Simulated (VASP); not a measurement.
The system is Au.

```xyz
1
Lattice="0.0000 2.0350 2.0350 2.0350 0.0000 2.0350 2.0350 2.0350 0.0000" Properties=species:S:1:pos:R:3 pbc="T T T"
Au    0.0000    0.0000    0.0000
```

* Program: VASP 6.6.1
* Task: relaxation of cell and atoms
* Functional: PBE
* Dispersion: D3(BJ)
* Potentials or basis: VASP PAW PBE potentials, release 64 (Au)
* Cutoff: 600 eV
* k mesh: 10 × 10 × 10
* Occupations: fermi-dirac, width 0.05 eV
* Spin: no spin polarisation

At the start: pressure 4.5 GPa; volume 16.85 Å³/atom.

How do energy, volume and symmetry change on relaxing?

Over 4 steps the energy falls by 5.9 meV/atom and the volume is 17.29 Å³/atom (+2.6 %); space group Fm-3m (No. 225, to 0.05 Å).

The path:
| step | energy change (eV) | largest force (eV/Å) | pressure (GPa) | volume (Å³) |
| --- | --- | --- | --- | --- |
| 1 | 0.0000 | 0.0000 | 4.55 | 16.85 |
| 2 | 0.0090 | 0.0000 | -6.14 | 18.05 |
| 3 | -0.0059 | 0.0000 | -0.18 | 17.30 |
| 4 | -0.0059 | 0.0000 | 0.05 | 17.29 |

Final structure:
```
Au
1.0
     0.00000    2.05219    2.05219
     2.05219    0.00000    2.05219
     2.05219    2.05219    0.00000
Au
1
Cartesian
  0.0000 0.0000 0.0000
```

Caveat: pairwise dispersion overbinds metals, which lowers pressure and volume.
